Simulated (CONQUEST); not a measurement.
Crystal: SnSe2.

```
Sn Se
1.0
     3.81100    0.00000    0.00000
     0.00000    6.13600    0.00000
     0.00000    0.00000    6.60085
Sn Se
2 4
Cartesian
  1.8960 6.1245 3.2903
  3.8015 6.1245 6.5907
  0.0300 4.5987 2.2079
  1.9355 4.5987 5.5084
  0.0071 1.5534 4.4001
  1.9126 1.5534 1.0996
```

The cell isn't the ideal one: atoms moved at random, drawn with an rms of 0.05 Å.

Base run:

- Program: CONQUEST 1.3
- Functional: PBE
- Potentials or basis: PseudoDojo NC PBE, DZ, grid cutoff 120 Ha
- k mesh: 7 × 5 × 4
- Occupations: fermi-dirac, width 0.05 eV
- Spin: no spin polarisation

Its results: band gap on the k mesh 0.72 eV; pressure 10.2 GPa; largest force 1.888 eV/Å.

Q: The run is repeated on the same cell with these changes: potentials or basis from PseudoDojo NC PBE, DZ, grid cutoff 120 Ha to PseudoDojo NC PBE, DZP, multi-site functions of range 6.5 bohr, grid cutoff 120 Ha. What comes out?

A: Band gap on the k mesh 1.00 eV; pressure 8.1 GPa; largest force 1.174 eV/Å.

Caveats: spin-orbit coupling is left out, which moves the levels of the heavy elements; an odd mesh through Γ misses points on the zone boundary, where band edges often lie; the basis of atomic orbitals isn't converged, which shifts pressures, moduli and gaps; the atomic basis is small (some runs); multi-site functions contract the basis, which raises the energy a little and makes forces and stress less exact (some runs).
